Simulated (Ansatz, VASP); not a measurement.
# W (W wire along [100], 25 atoms a period) in two plane-wave programs, part 2 of 2

Aim: how closely do two programs agree when they are given the same cell, functional and k mesh? The structure shown is the end of the Ansatz relaxation below.

VASP 6.6.1 and Ansatz 0.2.0.

So far: Starting point; Ansatz: relaxation, PBE.

### Step 3. VASP: single point, PBE

Level of this step: PBE; plane waves and PAW (W) (VASP).

The same cell, functional, mesh and smearing now go to VASP, with its own data sets.

Lines of VASP's logs that name or quote its potential files are left out, and so is its time.

INCAR reads:

```
SYSTEM = W
PREC = Accurate
ENCUT = 600
EDIFF = 1E-06
NELM = 120
ISMEAR = -1
SIGMA = 0.05
LREAL = .FALSE.
ALGO = Normal
GGA = PE
NBANDS = 92
LASPH = .TRUE.
LORBIT = 11
LWAVE = .FALSE.
LCHARG = .FALSE.
ISIF = 2
GGA_COMPAT = .FALSE.
KPAR = 4
```

POSCAR reads:

```
W
1.0
   19.4800000000      0.0000000000      0.0000000000
    0.0000000000     19.4800000000      0.0000000000
    0.0000000000      0.0000000000      3.1106998520
W
25
Direct
    0.1848932741      0.5000000000      0.0000000000
    0.3386392001      0.3386392001      0.0000000000
    0.3364731036      0.5000000000      0.0000000000
    0.3386392001      0.6613607999      0.0000000000
    0.5000000000      0.1848932741      0.0000000000
    0.5000000000      0.3364731036      0.0000000000
    0.5000000000      0.5000000000      0.0000000000
    0.5000000000      0.6635268964      0.0000000000
    0.5000000000      0.8151067259      0.0000000000
    0.6613607999      0.3386392001      0.0000000000
    0.6635268964      0.5000000000      0.0000000000
    0.6613607999      0.6613607999      0.0000000000
    0.8151067259      0.5000000000      0.0000000000
    0.2566771032      0.4203843585      0.5000000000
    0.2566771032      0.5796156415      0.5000000000
    0.4203843585      0.2566771032      0.5000000000
    0.4182473127      0.4182473127      0.5000000000
    0.4182473127      0.5817526873      0.5000000000
    0.4203843585      0.7433228968      0.5000000000
    0.5796156415      0.2566771032      0.5000000000
    0.5817526873      0.4182473127      0.5000000000
    0.5817526873      0.5817526873      0.5000000000
    0.5796156415      0.7433228968      0.5000000000
    0.7433228968      0.4203843585      0.5000000000
    0.7433228968      0.5796156415      0.5000000000
```

KPOINTS reads:

```
Automatic mesh
0
Gamma
1 1 26
0 0 0
```

PAW data sets: W (PBE family, release 64).

Launch:

```sh
$ mpirun -np 4 vasp_std
```

Numbers of over 12 decimals in the logs are rounded to 6 here.

Output:

```text
[banner, memory and clock lines left out]
running    4 mpi-ranks, on    1 nodes
 distrk:  each k-point on    1 cores,    4 groups
 distr:  one band on    1 cores,    1 groups

 POSCAR found type information on POSCAR W
 POSCAR found :  1 types and      25 ions
|                                                                             |
|               ----> ADVICE to this user running VASP <----                  |
|                                                                             |
|     You have a (more or less) 'large supercell' and for larger cells it     |
|     might be more efficient to use real-space projection operators.         |
|     Therefore, try LREAL= Auto in the INCAR file.                           |
|     Mind: For very accurate calculation, you might also keep the            |
|     reciprocal projection scheme (i.e. LREAL=.FALSE.).                      |
|                                                                             |

 LDA part: xc-table for (Slater+PW92), standard interpolation
 POSCAR, INCAR and KPOINTS ok, starting setup
 FFT: planning ... GRIDC
 FFT: planning ... GRID_SOFT
 FFT: planning ... GRID
 WAVECAR not read
 entering main loop
       N       E                     dE             d eps       ncg     rms          rms(c)
DAV:   1     0.868098905063E+03    0.86810E+03   -0.58056E+04  2576   0.142E+03
DAV:   2    -0.177235766102E+03   -0.10453E+04   -0.99861E+03  3680   0.279E+02
DAV:   3    -0.308261512702E+03   -0.13103E+03   -0.12656E+03  3244   0.943E+01
DAV:   4    -0.319314675583E+03   -0.11053E+02   -0.10703E+02  4176   0.225E+01
DAV:   5    -0.319943010713E+03   -0.62834E+00   -0.59619E+00  4008   0.517E+00    0.924E+01
DAV:   6    -0.309458229073E+03    0.10485E+02   -0.11663E+02  4152   0.242E+01    0.488E+01
DAV:   7    -0.356521244591E+03   -0.47063E+02   -0.55255E+02  4644   0.706E+01    0.299E+01
DAV:   8    -0.301091156228E+03    0.55430E+02   -0.30863E+02  4560   0.502E+01    0.155E+01
DAV:   9    -0.298909937063E+03    0.21812E+01   -0.40140E+01  4280   0.166E+01    0.804E+00
DAV:  10    -0.298441216282E+03    0.46872E+00   -0.43298E+00  4368   0.543E+00    0.595E+00
DAV:  11    -0.298335981548E+03    0.10523E+00   -0.51313E-01  3864   0.188E+00    0.468E+00
DAV:  12    -0.298173952954E+03    0.16203E+00   -0.27610E-01  4344   0.105E+00    0.290E+00
DAV:  13    -0.298077419188E+03    0.96534E-01   -0.39713E-01  4312   0.134E+00    0.103E+00
DAV:  14    -0.298066137321E+03    0.11282E-01   -0.17546E-01  4216   0.960E-01    0.893E-01
[...]
DAV:  26    -0.298069278203E+03   -0.71232E-05   -0.10873E-06  1928   0.282E-03    0.298E-03
DAV:  27    -0.298069286117E+03   -0.79141E-05   -0.60777E-07  1880   0.249E-03    0.288E-03
DAV:  28    -0.298069289800E+03   -0.36825E-05   -0.22696E-07  1784   0.141E-03    0.161E-03
DAV:  29    -0.298069293270E+03   -0.34707E-05   -0.42593E-07  1880   0.163E-03    0.198E-03
DAV:  30    -0.298069296143E+03   -0.28722E-05   -0.17382E-07  1736   0.114E-03    0.819E-04
DAV:  31    -0.298069299288E+03   -0.31454E-05   -0.15683E-07  1736   0.866E-04    0.783E-04
DAV:  32    -0.298069301233E+03   -0.19454E-05   -0.10398E-07  1736   0.716E-04    0.107E-03
DAV:  33    -0.298069301505E+03   -0.27133E-06   -0.38994E-08  1696   0.463E-04
   1 F= -.29806930E+03 E0= -.29799521E+03  d E =-.148176E+00
```

Parts of OUTCAR (step 3):

```text
ion  position               nearest neighbor table
   1  0.185  0.500  0.000-  14 2.60  15 2.60  14 2.60  15 2.60   3 2.95
   2  0.339  0.339  0.000-  17 2.69  17 2.69  14 2.74  14 2.74  16 2.74  16 2.74   3 3.14   6 3.14

  LATTYP: Found a simple tetragonal cell.
 ALAT       =    19.4800000000
 C/A-ratio  =     0.1596868507

 Subroutine GETGRP returns: Found 16 space group operations
 (whereof 16 operations were pure point group operations)

The static configuration has the point symmetry D_4h.

 Found     14 irreducible k-points:

   k-points           NKPTS =     14   k-points in BZ     NKDIM =     14   number of bands    NBANDS=     92

   dimension x,y,z NGX =   160 NGY =  160 NGZ =   28
   dimension x,y,z NGXF=   320 NGYF=  320 NGZF=   56

   ENCUT  =  600.0 eV  44.10 Ry    6.64 a.u.  38.91 38.91  6.21*2*pi/ulx,y,z

   NELECT =     150.0000    total number of electrons

 k-points in reciprocal lattice and weights: Automatic mesh
   0.00000000  0.00000000  0.00000000       0.038
   0.00000000  0.00000000  0.03846154       0.077
   0.00000000  0.00000000  0.07692308       0.077
   0.00000000  0.00000000  0.11538462       0.077
   0.00000000  0.00000000  0.15384615       0.077
   0.00000000  0.00000000  0.19230769       0.077
   0.00000000  0.00000000  0.23076923       0.077
   0.00000000  0.00000000  0.26923077       0.077
   0.00000000  0.00000000  0.30769231       0.077
[...]
0.00000000  0.00000000  0.46153846       0.077
   0.00000000  0.00000000  0.50000000       0.038

 average (electrostatic) potential at core
       1 -45.7420       2 -45.8228       3 -45.9858       4 -45.8228       5 -45.7420
       6 -45.9858       7 -45.8769       8 -45.9858       9 -45.7420      10 -45.8228
      11 -45.9858      12 -45.8228      13 -45.7420      14 -45.8820      15 -45.8820
      16 -45.8820      17 -45.9316      18 -45.9316      19 -45.8820      20 -45.8820
      21 -45.9316      22 -45.9316      23 -45.8820      24 -45.8820      25 -45.8820

 E-fermi :  -0.2015

 k-point     1 :       0.0000    0.0000    0.0000
  band No.  band energies     occupation
    ...
     73      -0.6091      1.99942
     74      -0.4097      1.96943
     75      -0.4097      1.96943
     76      -0.2218      1.20107
     77      -0.1674      0.67158
     78      -0.1188      0.32115
     79      -0.1188      0.32115
     80      -0.0411      0.07778
     81       0.0554      0.01168
     82       0.0554      0.01168
    ...

 k-point     2 :       0.0000    0.0000    0.0385
  band No.  band energies     occupation
    ...
     72      -0.5532      1.99824
     73      -0.5180      1.99644
     74      -0.5158      1.99628
     75      -0.5158      1.99628
     76      -0.1615      0.62062
     77      -0.1038      0.24849
     78      -0.1038      0.24849
     79      -0.0865      0.18244
     80      -0.0062      0.03949
     81      -0.0062      0.03949
    ...

 k-point     3 :       0.0000    0.0000    0.0769
  band No.  band energies     occupation
    ...
     72      -0.4177      1.97390
     73      -0.4177      1.97390
     74      -0.3669      1.92941
     75      -0.3447      1.89209
     76      -0.3303      1.85862
     77      -0.1127      0.29000
     78      -0.1127      0.29000
     79      -0.0057      0.03912
     80       0.0294      0.01958
     81       0.0362      0.01710
    ...

  Total       -8.2659410     -8.2659410     -8.6099279      0.0000000      0.0000000      0.0000000
  in kB      -11.2193286    -11.2193286    -11.6862207      0.0000000      0.0000000      0.0000000
  external PRESSURE =     -11.3749593 kB  Pullay stress =       0.0000000 kB

  energy-cutoff  :      600.00
  volume of cell :     1180.42
      direct lattice vectors                 reciprocal lattice vectors
    19.480000000  0.000000000  0.000000000     0.051334702  0.000000000  0.000000000
     0.000000000 19.480000000  0.000000000     0.000000000  0.051334702  0.000000000
     0.000000000  0.000000000  3.110699852     0.000000000  0.000000000  0.321471067

 POSITION                                       TOTAL-FORCE (eV/Angst)
 -----------------------------------------------------------------------------------
      3.60172      9.74000      0.00000         0.368757     -0.000000     -0.000000
      6.59669      6.59669      0.00000         0.150696      0.150696     -0.000000
      6.55450      9.74000      0.00000        -0.082284     -0.000000     -0.000000
      6.59669     12.88331      0.00000         0.150696     -0.150696     -0.000000
      9.74000      3.60172      0.00000        -0.000000      0.368757     -0.000000
      9.74000      6.55450      0.00000        -0.000000     -0.082284     -0.000000
      9.74000      9.74000      0.00000        -0.000000      0.000000     -0.000000
      9.74000     12.92550      0.00000        -0.000000      0.082284     -0.000000
      9.74000     15.87828      0.00000        -0.000000     -0.368757      0.000000
     12.88331      6.59669      0.00000        -0.150696      0.150696      0.000000
     12.92550      9.74000      0.00000         0.082284      0.000000     -0.000000
     12.88331     12.88331      0.00000        -0.150696     -0.150696      0.000000
     15.87828      9.74000      0.00000        -0.368757      0.000000      0.000000
      5.00007      8.18909      1.55535         0.058739      0.233096      0.000000
      5.00007     11.29091      1.55535         0.058739     -0.233096     -0.000000
      8.18909      5.00007      1.55535         0.233096      0.058739     -0.000000
      8.14746      8.14746      1.55535        -0.053362     -0.053362     -0.000000
      8.14746     11.33254      1.55535        -0.053362      0.053362      0.000000
      8.18909     14.47993      1.55535         0.233096     -0.058739     -0.000000
     11.29091      5.00007      1.55535        -0.233096      0.058739      0.000000
     11.33254      8.14746      1.55535         0.053362     -0.053362     -0.000000
     11.33254     11.33254      1.55535         0.053362      0.053362     -0.000000
     11.29091     14.47993      1.55535        -0.233096     -0.058739      0.000000
     14.47993      8.18909      1.55535        -0.058739      0.233096     -0.000000
     14.47993     11.29091      1.55535        -0.058739     -0.233096     -0.000000
 -----------------------------------------------------------------------------------
    total drift:                               -0.000000      0.000000      0.000000

  FREE ENERGIE OF THE ION-ELECTRON SYSTEM (eV)
  ---------------------------------------------------
  free  energy   TOTEN  =      -298.0693015047 eV

  energy  without entropy=     -297.9211256370  energy(sigma->0) =     -297.99521357

 total charge
# of ion       s       p       d       tot
------------------------------------------
    1        0.732   0.395   4.175   5.302
    2        0.682   0.556   4.064   5.302
    3        0.693   0.740   4.234   5.667
    4        0.682   0.556   4.064   5.302
    5        0.732   0.395   4.175   5.302
    6        0.693   0.740   4.234   5.667
    7        0.682   0.699   4.201   5.582
    8        0.693   0.740   4.234   5.667
    9        0.732   0.395   4.175   5.302
   10        0.682   0.556   4.064   5.302
   11        0.693   0.740   4.234   5.667
   12        0.682   0.556   4.064   5.302
   13        0.732   0.395   4.175   5.302
   14        0.697   0.585   4.129   5.412
   15        0.697   0.585   4.129   5.412
   16        0.697   0.585   4.129   5.412
   17        0.688   0.718   4.208   5.614
   18        0.688   0.718   4.208   5.614
   19        0.697   0.585   4.129   5.412
   20        0.697   0.585   4.129   5.412
   21        0.688   0.718   4.208   5.614
   22        0.688   0.718   4.208   5.614
   23        0.697   0.585   4.129   5.412
   24        0.697   0.585   4.129   5.412
   25        0.697   0.585   4.129   5.412
--------------------------------------------------
tot         17.437  15.016 103.961 136.414

[... 3 further parts left out ...]
```

### Step 4. Side by side

Known differences besides the potentials themselves: the data sets hold 350 valence electrons in Ansatz (on its PAW soft_1 files) and 150 in VASP; the cutoff is 420 eV in Ansatz and 600 eV in VASP; Ansatz's pressure holds a Pulay correction, VASP's none. Total energies have different zeros and are not compared.

The two programs side by side:

```tsv
quantity	Ansatz	VASP	difference
pressure (GPa)	0.00	-1.14	+1.13
```

Forces on 7 of the 25 atoms, those with the largest forces and the largest differences (eV/Å; atoms numbered as in POSCAR):

```tsv
atom	Ansatz x, y, z	VASP x, y, z
W1	-0.002, 0.000, 0.000	0.369, 0.000, 0.000
W5	0.000, -0.002, 0.000	0.000, 0.369, 0.000
W9	0.000, 0.002, 0.000	0.000, -0.369, 0.000
W13	0.002, 0.000, 0.000	-0.369, 0.000, 0.000
W14	-0.002, 0.002, 0.000	0.059, 0.233, 0.000
W15	-0.002, -0.002, 0.000	0.059, -0.233, 0.000
W16	0.002, -0.002, 0.000	0.233, 0.059, 0.000
```

The forces differ by 128 meV/Å r.m.s., where the r.m.s. force is 0.002 eV/Å in Ansatz and 0.128 eV/Å in VASP: the atoms lie near their places of rest in Ansatz, so a percentage would say little (all taken over all components).

### Step 5. What came out

```yaml
r_m_s_force_difference_single_point_pbe: 128 meV/Å
difference_in_pressure_single_point_pbe: 1.1 GPa
```

The r.m.s. force difference is 128 meV/Å (single point, PBE), beyond the 12 meV/Å picked in this series as the mark of a large difference. The data sets hold unlike numbers of valence electrons (350 in Ansatz and 150 in VASP), so part of the differences comes from the potentials. By the marks of this series, far apart in the single point, PBE pair: the r.m.s. force difference, 128 meV/Å and the difference in pressure, 1.1 GPa. What causes the difference of the single point, PBE pair stays open here. Such differences can come from data sets, numerical settings and the points named under the comparisons, not from the functional's error against experiment.

[Lines on the potential files, build, host, timing and source positions are cut from VASP's logs without a mark.]

[Logs are printed without paths, hosts, clocks, repeated set-up lines and the standing remarks that a program may print on its own settings, such as how far it seeks lower states.]

[Hosts, paths, dates, database ids (printed as entryN), source tags and the programs' standing remarks are cut or masked in the printed files.]
